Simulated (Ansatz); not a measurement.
# Ru: which structure wins, scalar-relativistic, part 2 of 2

Aim: relax Ru in several structures (bcc, hcp) and rank them by energy, scalar-relativistic. Methods of the runs shown: PAW and LAPW.

Ansatz 0.2.0; DFT PBE; a cell built from a prototype (bcc type), not taken from measurement.

## Step 3: Bcc relaxed, LAPW

The input, input.yaml:

```yaml
crystal:
  lattice:
    - [-1.5267235061, 1.5267235061, 1.5267235061]
    - [1.5267235061, -1.5267235061, 1.5267235061]
    - [1.5267235061, 1.5267235061, -1.5267235061]
  atoms:
    - { symbol: Ru, position: [0.0, 0.0, 0.0] }
kpoints:
  mp_grid: { grid: [19, 19, 19] }
scf:
  occupations: { method: fermi_dirac, width: 0.05 }
hamiltonian:
  xc: pbe
  pseudopotentials: { kind: all_electron, lapw: { basis_error: 0.0005 } }
output:
  forces: true
  stress: true
  eigenvalues: true
  populations: true
relax:
  f_tol: 0.005
  max_steps: 25
  cell: {}
```

Run with:

```console
$ ansatz run input.yaml --threads 1 --pin off --max-ram 3072MiB --backend cpu --events-out ev --progress --plain --runs-dir out
```

Output:

```text
The last accepted step is kept in <dir> (removed where the run ends without a failure and the disk answers)
Ru: projections on atomic orbitals take those of the free atom 1s2 2s2 2p6 3s2 3p6 3d10 4s2 4p6 4d7 5s1, of charge +0.00 (hamiltonian.pseudopotentials.projection_atoms)
LAPW: plane waves up to 9.207 Å⁻¹, error target 5.0e-4 eV per atom; small_component_spin mean_spin; Ru in spheres of 1.283 Å, 32 of its electrons in bands, Dirac shells []
Engine: ansatz 0.2.0
Pseudopotentials: kind: all_electron
Pseudopotential: Ru, LAPW, valence charge 32, Koelling and Harmon's equation, gaussian nucleus
Functional definition: PBE
  parameter kappa = 0.804
  parameter beta = 0.06672455060314922
  exchange = pbe_x(kappa = kappa, mu = beta*pi^2/3)
  correlation = pbe_c(beta = beta)
Crystal: 1 atoms, lattice volume = 14.234 Å³
Basis set: ecut = 322.99729770780993 eV, 201 PW (Γ), exchange–correlation at level 2
Bands: 20, of which v1, the nominal top of the filled ones, is band 16 counted from 1 (15 counted from 0)
Symmetry: 48 space group operations
Space group: Im-3m (ITA 229), of the structure as read, at distance tolerance 2.4e-5 Å
k-points: 220 of 6859
Non-local potential: Ru, projectors of the file, none
Initial density: superposition of atomic densities (chi_scale 0.1, normalization cell)
Initial wavefunctions: plane waves of lowest kinetic energy (no species holds an atomic orbital)
Functional: x = pbe(κ = 0.804, μ = 0.2195149727645171), c = pbe(β = 0.06672455060314922)
iter 1 solved again at ethr=8.68e-4 eV; its pass at ethr=1.00e-1 eV (dr2=2.78e-1 eV) is discarded
SCF iter   1: F=—  HF=-123295.116316 eV  |F-HF|=—  |Δ(HF+E_count)|=         —  Δρ=5.73e-2  dr2=2.78e-1  ethr=8.68e-4  ⟨swp⟩=2.4  Hψ=26823  notcnv=0
preconditioner: auto → Kerker (q_TF=auto, 3.123 Å⁻¹)  [metal: Δε(μ)=0.009 eV  Ē_g=10.834 eV  σ=0.050 eV  W_gap=0.05  n_scr=12 (ndim 8)  ℏωp=27.8 eV  f_vac=0.000  D(μ)=1.85/eV (n_scr^D=18)]
iter 2 solved again at ethr=8.29e-5 eV; its pass at ethr=8.68e-4 eV (dr2=2.65e-2 eV) is discarded
SCF iter   2: F=—  HF=-123294.579663 eV  |F-HF|=—  |Δ(HF+E_count)|=   5.37e-1  Δρ=1.55e-2  dr2=2.65e-2  ethr=8.29e-5  ⟨swp⟩=2.0  Hψ=22464  notcnv=0
SCF iter   3: F=—  HF=-123294.566229 eV  |F-HF|=—  |Δ(HF+E_count)|=         —  Δρ=1.41e-2  dr2=2.31e-2  ethr=8.29e-5  ⟨swp⟩=2.0  Hψ=12728  notcnv=0
the basis was enlarged: its passes take 141.6 KiB over the memory plan, 1 of 1 planned eigensolver slots
SCF iter   4: F=—  HF=-123294.565112 eV  |F-HF|=—  |Δ(HF+E_count)|=   1.12e-3  Δρ=7.24e-3  dr2=6.81e-3  ethr=7.22e-5  ⟨swp⟩=2.0  Hψ=11188  notcnv=0
SCF iter   5: F=—  HF=-123294.564443 eV  |F-HF|=—  |Δ(HF+E_count)|=   6.69e-4  Δρ=1.90e-3  dr2=5.38e-4  ethr=2.13e-5  ⟨swp⟩=2.0  Hψ=12563  notcnv=0
SCF iter   6: F=—  HF=-123294.564444 eV  |F-HF|=—  |Δ(HF+E_count)|=   8.46e-7  Δρ=3.41e-4  dr2=1.55e-5  ethr=1.68e-6  ⟨swp⟩=2.0  Hψ=12682  notcnv=0
SCF iter   7: F=-123294.564442 eV  HF=-123294.564442 eV  |F-HF|=5.31e-8  |Δ(HF+E_count)|=   1.66e-6  Δρ=3.11e-5  dr2=6.20e-8  ethr=4.84e-8  ⟨swp⟩=2.0  Hψ=12682  notcnv=0
SCF 1 converged in 7 iterations: F = -123294.564442 eV  dr2 = 6.20e-8
relax step   1: F+E_penalty+E_count = -123294.56444228 eV  Δ(F+E_penalty+E_count) = +0.000e0 eV  max|allowed force component| = 0.000e0 eV/Å  Δτ_max = 0.0000 Å  P = -0.099 GPa  Ω = 14.234 Å³  (7 SCF iters, accepted)
Crystal: 1 atoms, lattice volume = 14.224 Å³
Basis set: ecut = 323.1566230837557 eV, 201 PW (Γ), exchange–correlation at level 2
Initial density: handed on by an earlier stage of this run
Initial wavefunctions: those handed on with the density
iter 1 solved again at ethr=8.96e-11 eV; its pass at ethr=1.00e-1 eV (dr2=2.87e-8 eV) is discarded
SCF iter   1: F=—  HF=-123294.564442 eV  |F-HF|=—  |Δ(HF+E_count)|=         —  Δρ=2.17e-5  dr2=2.85e-8  ethr=8.96e-11  ⟨swp⟩=5.8  Hψ=23989  notcnv=0
preconditioner: auto → Kerker (q_TF=auto, 3.123 Å⁻¹)  [metal: Δε(μ)=0.014 eV  Ē_g=10.872 eV  σ=0.050 eV  W_gap=0.07  n_scr=12 (ndim 8)  ℏωp=27.8 eV  f_vac=0.000  D(μ)=2.09/eV (n_scr^D=42)]
SCF iter   2: F=-123294.564442 eV  HF=-123294.564442 eV  |F-HF|=2.18e-8  |Δ(HF+E_count)|=   2.11e-7  Δρ=1.40e-5  dr2=1.61e-8  ethr=8.90e-11  ⟨swp⟩=3.0  Hψ=13314  notcnv=0
SCF 2 converged in 2 iterations: F = -123294.564442 eV  dr2 = 1.61e-8
relax step   2: F+E_penalty+E_count = -123294.56444200 eV  Δ(F+E_penalty+E_count) = +2.766e-7 eV  max|allowed force component| = 0.000e0 eV/Å  Δτ_max = 0.0000 Å  P = +0.109 GPa  Ω = 14.224 Å³  (2 SCF iters, rejected (line search))
Crystal: 1 atoms, lattice volume = 14.229 Å³
Basis set: ecut = 323.0730690006986 eV, 201 PW (Γ), exchange–correlation at level 2
iter 1 solved again at ethr=2.07e-11 eV; its pass at ethr=1.00e-1 eV (dr2=6.62e-9 eV) is discarded
SCF iter   1: F=—  HF=-123294.564444 eV  |F-HF|=—  |Δ(HF+E_count)|=         —  Δρ=1.63e-5  dr2=2.36e-8  ethr=2.07e-11  ⟨swp⟩=5.8  Hψ=24067  notcnv=0
preconditioner: auto → Kerker (q_TF=auto, 3.123 Å⁻¹)  [metal: Δε(μ)=0.014 eV  Ē_g=10.869 eV  σ=0.050 eV  W_gap=0.07  n_scr=12 (ndim 8)  ℏωp=27.8 eV  f_vac=0.000  D(μ)=2.09/eV (n_scr^D=42)]
SCF iter   2: F=-123294.564444 eV  HF=-123294.564444 eV  |F-HF|=3.87e-9  |Δ(HF+E_count)|=   6.60e-8  Δρ=7.11e-6  dr2=3.02e-9  ethr=2.07e-11  ⟨swp⟩=3.0  Hψ=13633  notcnv=0
SCF 3 converged in 2 iterations: F = -123294.564444 eV  dr2 = 3.02e-9
relax step   3: F+E_penalty+E_count = -123294.56444387 eV  Δ(F+E_penalty+E_count) = -1.592e-6 eV  max|allowed force component| = 0.000e0 eV/Å  Δτ_max = 0.0000 Å  P = -0.001 GPa  Ω = 14.229 Å³  (2 SCF iters, accepted)
iter 1 solved again at ethr=9.17e-12 eV; its pass at ethr=1.00e-1 eV (dr2=2.93e-9 eV) is discarded
SCF iter   1: F=—  HF=-123294.564444 eV  |F-HF|=—  |Δ(HF+E_count)|=         —  Δρ=7.02e-6  dr2=2.95e-9  ethr=9.17e-12  ⟨swp⟩=7.2  Hψ=31302  notcnv=0  reapply=77
SCF iter   2: F=-123294.564444 eV  HF=-123294.564444 eV  |F-HF|=5.38e-10  |Δ(HF+E_count)|=   5.57e-9  Δρ=4.75e-6  dr2=1.64e-9  ethr=9.17e-12  ⟨swp⟩=2.0  Hψ=12682  notcnv=0
SCF 4 converged in 2 iterations: F = -123294.564444 eV  dr2 = 1.64e-9
relax step   4: F+E_penalty+E_count = -123294.56444388 eV  Δ(F+E_penalty+E_count) = -6.825e-9 eV  max|allowed force component| = 0.000e0 eV/Å  Δτ_max = 0.0000 Å  P = -0.000 GPa  Ω = 14.229 Å³  stress off target by 3.65e-4 GPa  SCF on the basis re-selected at this cell (its energy is not comparable with the rows above)  (2 SCF iters)
basis re-selected at this cell: Δ(F+E_penalty+E_count) = -6.825e-9 eV, ΔP = +0.000 GPa vs the last step (what re-selecting the basis moved, after the strain that the cell walked since its last selection, with what the two solves' SCF thresholds leave and, on support functions, any second-order correction that the steps lacked; it is no measure of the basis error at this ecutwfc). This SCF's stress stands 3.65e-4 GPa from its target on what of the cell is left free (relax.cell.stress_tol is 5.00e-2 GPa) and its largest allowed force component is 0.00e0 eV/Å (relax.f_tol is 5.00e-3 eV/Å): within both
SCF converged after 2 iterations
Free energy (F): -123294.564444 eV
Harris-Foulkes:  -123294.564444 eV  (|F-HF|=5.38e-10)
Internal energy: -123294.547357 eV  (E = F + TS)
E sigma→0 (E₀):  -123294.555901 eV
Entropy (-TS):   -0.017087 eV (-17.087 meV/atom)
Fermi energy:    24.509217 eV
--- Per-component energies (eV) ---
  E_band       = -5003.384321
  E_kinetic    = 128211.048177
  E_xc         = -3641.096754
  E_electrostatic = -247864.498781  (all electrons and nuclei)
  E_smearing   = -0.017087  (= −TS)
  E_closure    = 0.000000  (closes the sum)
  E_atoms      = -123285.943890  (free atoms, spherical and without spin; not in F)
  Σ components = -123294.564444   (vs F -123294.564444, Δ=0.00e0)
  Basis errors (estimates in eV, not in F): energy 1.4e-4 per atom: plane waves 1.2e-4 (6.3e-5 summed), levels above the bands 3.3e-103, relativity 4.3e-8, radial functions 2.2e-5, core shells 1.3e-7; eigenvalues (radial functions only) 1.1e-6; not estimated: angular momenta, meshes, grids; target (lapw.basis_error) 5.0e-4; muffin-tin radii Ru 1.282 Å
--- Forces (eV/Å), atoms counted from 1 ---
  atom   1  Ru    -0.00000000     0.00000000     0.00000000
  max |Σ_I F_I| component: 6.41e-31 eV/Å
--- Stress (GPa, compression-positive) ---
       -0.000365      -0.000000      -0.000000
       -0.000000      -0.000365      -0.000000
       -0.000000      -0.000000      -0.000365
  P = ⅓ Tr σ = -0.0004 GPa (-0.004 kbar)
--- Band table (eV; the first three rows and the last of 220) ---
  k-point 0: bands = ["-419.1848", "-419.1848", "-419.1848", "-245.2499", "-245.2499", "-245.2370", "-245.2370", "-245.2370", "-48.5764", "-18.0278", "-18.0278", "-18.0278", "16.6356", "21.7652", "21.7652", "21.7652", "24.4120", "24.4120", "41.3869", "41.3869"]
  k-point 1: bands = ["-419.1848", "-419.1848", "-419.1848", "-245.2499", "-245.2499", "-245.2370", "-245.2370", "-245.2370", "-48.5721", "-18.0541", "-18.0363", "-18.0278", "16.7553", "21.7104", "21.7621", "21.8672", "24.3389", "24.4153", "41.4524", "41.5146"]
  k-point 2: bands = ["-419.1848", "-419.1848", "-419.1848", "-245.2499", "-245.2499", "-245.2370", "-245.2370", "-245.2370", "-48.5596", "-18.1296", "-18.0608", "-18.0280", "17.1002", "21.5554", "21.7451", "22.1689", "24.1643", "24.4271", "41.5902", "41.7929"]
  k-point 219: bands = ["-419.1848", "-419.1848", "-419.1848", "-245.2499", "-245.2499", "-245.2369", "-245.2369", "-245.2369", "-48.3000", "-18.6857", "-18.6813", "-18.6813", "18.4364", "18.4529", "26.1409", "26.1409", "26.2183", "33.4688", "33.8812", "33.8812"]
--- Relaxed structure (3 steps of the walk, 2 accepted, 1 SCFs on fresh bases) ---
  F+E_penalty+E_count = -123294.56444388 eV   max|allowed force component| = 0.000e0 eV/Å   (the final SCF, on the basis selected at the relaxed cell)
  cell:  # Å, volume = 14.2295 Å³
    - [-1.5265444620869932, 1.5265444620869932, 1.5265444620869932]
    - [1.5265444620869932, -1.5265444620869932, 1.5265444620869932]
    - [1.5265444620869932, 1.5265444620869932, -1.5265444620869932]
  atoms:
    - { symbol: Ru, position: [0.0, 0.0, 0.0] }
--- Löwdin populations: 1 site ---
  site symbol       q [e]
     0     Ru     43.9090
  spilling = 0.002067 (of n_electrons = 44.000000)
```

It took 57 s on 1 thread of Arm Neoverse V2, shared host; peak memory 0.44 GiB.

The steps of the relaxation:

```tsv
step	energy from step 1 (eV/cell)	largest force component (eV/Å)	pressure (GPa)	volume (Å³)
1	0.0000	0.0000	-0.10	14.23
2x	0.0000	0.0000	0.11	14.22
3	0.0000	0.0000	0.00	14.23
4	0.0000	0.0000	0.00	14.23
```

Step 1 is the start. Step 4 repeats the geometry before on a plane-wave basis chosen anew for that cell, so the energy can jump there without any move; the table keeps such jumps. 1 step was tried and not accepted (marked x).

| input's cell | before | after | change |
| --- | --- | --- | --- |
| a (Å) | 2.644 | 2.644 | -0.0 % |
| b (Å) | 2.644 | 2.644 | -0.0 % |
| c (Å) | 2.644 | 2.644 | -0.0 % |
| volume (Å³/atom) | 14.23 | 14.23 | -0.0 % |

In short: pressure 0.00 GPa; no gap.

## Step 4: Hcp relaxed, PAW

The input, input.yaml:

```yaml
crystal:
  lattice:
    - [2.6974396414, 0.0, 0.0]
    - [-1.3487198207, 2.3360512546, 0.0]
    - [0.0, 0.0, 4.3698522191]
  atoms:
    - { symbol: Ru, position: [0.3333333333, 0.6666666667, 0.25] }
    - { symbol: Ru, position: [0.6666666667, 0.3333333333, 0.75] }
kpoints:
  mp_grid: { grid: [17, 17, 10] }
scf:
  occupations: { method: fermi_dirac, width: 0.05 }
hamiltonian:
  xc: pbe
  pseudopotentials: { kind: paw }
output:
  forces: true
  stress: true
  write_density: true
  write_potential: true
  elf: true
  volumetric_format: npy
relax:
  f_tol: 0.005
  max_steps: 40
  cell: {}
```

Run with:

```console
$ ansatz run input.yaml --threads 1 --pin off --max-ram 3072MiB --backend cpu --events-out ev --progress --plain --runs-dir out
```

Output, shortened:

```text
[...]
[... 3 set-up lines as earlier in the session ...]
[...]
Crystal: 2 atoms, lattice volume = 27.536 Å³
Basis set: ecut = 420 eV, 549 PW (Γ), exchange–correlation on 40×40×60 points (8 copies of the dense FFT grid, shifted against one another)
Bands: 20, of which v1, the nominal top of the filled ones, is band 16 counted from 1 (15 counted from 0)
Symmetry: 24 space group operations
Space group: P63/mmc (ITA 194), of the structure as read, at distance tolerance 3.0e-5 Å
k-points: 198 of 2890
[...]
SCF iter   1: F=—  HF=-11757.358882 eV  |F-HF|=—  |Δ(HF+E_count)|=         —  Δρ=6.32e-3  dr2=2.19e-3  ethr=1.77e-3  ⟨swp⟩=5.0  Hψ=15568  notcnv=0
[...]
relax step   1: F+E_penalty+E_count = -11757.36238936 eV  Δ(F+E_penalty+E_count) = +0.000e0 eV  max|allowed force component| = 5.551e-17 eV/Å  Δτ_max = 0.0000 Å  P = -0.072 GPa  Ω = 27.536 Å³  (6 SCF iters, dr2 threshold 1.00e-7 eV, accepted)
[...]
relax step   3: F+E_penalty+E_count = -11757.37929599 eV  Δ(F+E_penalty+E_count) = -7.439e-3 eV  max|allowed force component| = 2.313e-17 eV/Å  Δτ_max = 0.0000 Å  P = -0.304 GPa  Ω = 27.567 Å³  energy of the carried Pulay correction = -7.147e-6 eV  (6 SCF iters, dr2 threshold 2.00e-7 eV, accepted)
[...]
relax step   4: F+E_penalty+E_count = -11757.37933521 eV  Δ(F+E_penalty+E_count) = -3.922e-5 eV  max|allowed force component| = 6.476e-17 eV/Å  Δτ_max = 0.0000 Å  P = +0.054 GPa  Ω = 27.535 Å³  energy of the carried Pulay correction = +6.767e-6 eV  (6 SCF iters, dr2 threshold 2.00e-7 eV, accepted)
[...]
SCF iter   1: F=—  HF=-11757.379369 eV  |F-HF|=—  |Δ(HF+E_count)|=         —  Δρ=1.47e-5  dr2=4.75e-8  ethr=1.48e-10  ⟨swp⟩=2.2  Hψ=20157  notcnv=0
```

## Step 5: The output, continued: hcp relaxed, PAW files

Output, continued, shortened:

```text
[...]
SCF iter   2: F=-11757.379334 eV  HF=-11757.379334 eV  |F-HF|=4.04e-10  |Δ(HF+E_count)|=   3.53e-5  Δρ=6.21e-6  dr2=3.94e-9  ethr=1.48e-10  ⟨swp⟩=2.3  Hψ=6318  notcnv=0
[...]
relax step   5: F+E_penalty+E_count = -11757.37933399 eV  Δ(F+E_penalty+E_count) = +1.216e-6 eV  max|allowed force component| = 3.701e-17 eV/Å  Δτ_max = 0.0000 Å  P = -0.000 GPa  Ω = 27.540 Å³  energy of the carried Pulay correction = +4.651e-6 eV  (6 SCF iters, accepted)
[...]
relax step   6: F+E_penalty+E_count = -11757.37930891 eV  Δ(F+E_penalty+E_count) = +2.508e-5 eV  max|allowed force component| = 3.932e-17 eV/Å  Δτ_max = 0.0000 Å  P = +0.001 GPa  Ω = 27.540 Å³  stress off target by 1.18e-2 GPa  SCF on the basis re-selected at this cell (its energy is not [...]
SCF converged after 8 iterations
Free energy (F): -11757.379309 eV
[...]
E sigma→0 (E₀):  -11757.370595 eV
[...]
        0.000000      -0.000000       0.011814
  P = ⅓ Tr σ = 0.0013 GPa (0.013 kbar)
--- Band table (eV; the first three rows and the last of 198) ---
  k-point 0: bands = ["-49.9932", "-49.7979", "-20.4569", "-19.5681", "-19.5681", "-19.4027", "-19.4027", "-19.3563", "15.2167", "17.0218", "20.5693", "20.5693", "20.7693", "21.2410", "21.2410", "21.7355", "21.7355", "24.2752", "24.2752", "24.4246"]
[...]
--- Relaxed structure (5 steps of the walk, 5 accepted, 1 SCFs on fresh bases) ---
  F+E_penalty+E_count = -11757.37930891 eV   max|allowed force component| = 3.932e-17 eV/Å   (the final SCF, on the basis selected at the relaxed cell)
  cell:  # Å, volume = 27.5400 Å³
    - [2.7210772114275974, -1.9268295270352183e-32, 4.587689350083853e-34]
    - [-1.3605386057137987, 2.356521990755219, -3.62774388313745e-19]
    - [7.4320567472341485e-34, -6.786111660326343e-19, 4.294885039695294]
  atoms:
    - { symbol: Ru, position: [0.33333333333333337, 0.6666666666666667, 0.25] }
    - { symbol: Ru, position: [0.6666666666666667, 0.33333333333333337, 0.75] }
```

Run time: 28 s. Hardware: 1 thread of Arm Neoverse V2, shared host; peak memory 0.37 GiB.

The steps of the relaxation:

```tsv
step	energy from step 1 (eV/cell)	largest force component (eV/Å)	pressure (GPa)	volume (Å³)
1	0.0000	0.0000	-0.07	27.54
2	-0.0095	0.0000	0.43	27.53
3	-0.0169	0.0000	-0.30	27.57
4	-0.0169	0.0000	0.05	27.54
5	-0.0169	0.0000	0.00	27.54
6	-0.0169	0.0000	0.00	27.54
```

Step 1 is the start. Step 6 repeats the geometry before on a plane-wave basis chosen anew for that cell, so the energy can jump there without any move; the table keeps such jumps.

| input's cell | before | after | change |
| --- | --- | --- | --- |
| a (Å) | 2.697 | 2.721 | +0.9 % |
| b (Å) | 2.697 | 2.721 | +0.9 % |
| c (Å) | 4.370 | 4.295 | -1.7 % |
| volume (Å³/atom) | 13.77 | 13.77 | +0.0 % |

Read from it: pressure 0.00 GPa; no gap.

## Step 6: Hcp relaxed, LAPW

The input, input.yaml:

```yaml
crystal:
  lattice:
    - [2.7210772114, 0.0, 0.0]
    - [-1.3605386057, 2.3565219908, 0.0]
    - [0.0, 0.0, 4.2948850397]
  atoms:
    - { symbol: Ru, position: [0.3333333333, 0.6666666667, 0.25] }
    - { symbol: Ru, position: [0.6666666667, 0.3333333333, 0.75] }
kpoints:
  mp_grid: { grid: [17, 17, 10] }
scf:
  occupations: { method: fermi_dirac, width: 0.05 }
hamiltonian:
  xc: pbe
  pseudopotentials: { kind: all_electron, lapw: { basis_error: 0.0005 } }
output:
  forces: true
  stress: true
  eigenvalues: true
  populations: true
relax:
  f_tol: 0.005
  max_steps: 25
  cell: {}
```

Run with:

```console
$ ansatz run input.yaml --threads 1 --pin off --max-ram 3072MiB --backend cpu --events-out ev --progress --plain --runs-dir out
```

Output, shortened:

```text
[...]
Ru: projections on atomic orbitals take those of the free atom 1s2 2s2 2p6 3s2 3p6 3d10 4s2 4p6 4d7 5s1, of charge +0.00 (hamiltonian.pseudopotentials.projection_atoms)
LAPW: plane waves up to 9.148 Å⁻¹, error target 5.0e-4 eV per atom; small_component_spin mean_spin; Ru in spheres of 1.290 Å, 32 of its electrons in bands, Dirac shells []
[...]
[... 3 set-up lines as earlier in the session ...]
[...]
Crystal: 2 atoms, lattice volume = 27.540 Å³
Basis set: ecut = 318.8125551256774 eV, 337 PW (Γ), exchange–correlation at level 2
Bands: 39, of which v1, the nominal top of the filled ones, is band 32 counted from 1 (31 counted from 0)
[... 2 set-up lines as earlier in the session ...]
k-points: 198 of 2890
[...]
  atom   2  Ru     0.00000000    -0.00000000     0.00000000
[...]
--- Stress (GPa, compression-positive) ---
       -0.000006       0.000000       0.000000
        0.000000      -0.000006       0.000000
        0.000000       0.000000      -0.001517
  P = ⅓ Tr σ = -0.0005 GPa (-0.005 kbar)
--- Band table (eV; the first three rows and the last of 198) ---
[...]
--- Relaxed structure (3 steps of the walk, 2 accepted, 1 SCFs on fresh bases) ---
  F+E_penalty+E_count = -246590.37189166 eV   max|allowed force component| = 3.701e-17 eV/Å   (the final SCF, on the basis selected at the relaxed cell)
  cell:  # Å, volume = 27.5345 Å³
    - [2.720893698463437, 0.0, 0.0]
    - [-1.3604468492317185, 2.356363063866332, 0.0]
    - [0.0, 0.0, 4.294613883231109]
  atoms:
    - { symbol: Ru, position: [0.3333333333333333, 0.6666666666666666, 0.25] }
    - { symbol: Ru, position: [0.6666666666666666, 0.3333333333333333, 0.75] }
--- Löwdin populations: 2 sites ---
  site symbol       q [e]
     0     Ru     43.9122
     1     Ru     43.9122
  spilling = 0.001996 (of n_electrons = 88.000000)
```

Wall time 2.7 min (1 thread of Arm Neoverse V2, shared host); peak memory 0.76 GiB.

The steps of the relaxation:

```tsv
step	energy from step 1 (eV/cell)	largest force component (eV/Å)	pressure (GPa)	volume (Å³)
1	0.0000	0.0000	-0.06	27.54
2x	0.0000	0.0000	0.07	27.53
3	0.0000	0.0000	0.00	27.53
4	0.0000	0.0000	0.00	27.53
```

Step 1 is the start. Step 4 repeats the geometry before on a plane-wave basis chosen anew for that cell, so the energy can jump there without any move; the table keeps such jumps. 1 step was tried and not accepted (marked x).

| input's cell | before | after | change |
| --- | --- | --- | --- |
| a (Å) | 2.721 | 2.721 | -0.0 % |
| b (Å) | 2.721 | 2.721 | -0.0 % |
| c (Å) | 4.295 | 4.295 | -0.0 % |
| volume (Å³/atom) | 13.77 | 13.77 | -0.0 % |

This run gives: pressure 0.00 GPa; no gap.

## Step 7: The series in one table

Free energy per atom, from each method's lowest phase:

| method | start | space group, start → end | volume (Å³/atom) | pressure (GPa) | free energy (meV/atom) |
| --- | --- | --- | --- | --- | --- |
| LAPW | bcc | Im-3m → Im-3m | 14.229 | 0.0 | 621.5 |
| LAPW | hcp | P6_3/mmc → P6_3/mmc | 13.767 | 0.0 | 0.0 |
| PAW | bcc | Im-3m → Im-3m | 14.234 | 0.0 | 621.3 |
| PAW | hcp | P6_3/mmc → P6_3/mmc | 13.770 | 0.0 | 0.0 |

## Step 8: Summary of results

The summary covers parts 1 to 2.

| quantity | value |
| --- | --- |
| lowest (LAPW) | hcp, 621.5 meV/atom under bcc |
| lowest (PAW) | hcp, 621.3 meV/atom under bcc |

What this shows: By LAPW the order is hcp < bcc. By PAW the order is hcp < bcc. The methods agree on the lowest phase. Only these structures were tried, with electrons smeared by 0.05 eV and without vibrations, so the true ground state may be another. The k meshes differ between phases and weren't tested, which can move differences by some meV.
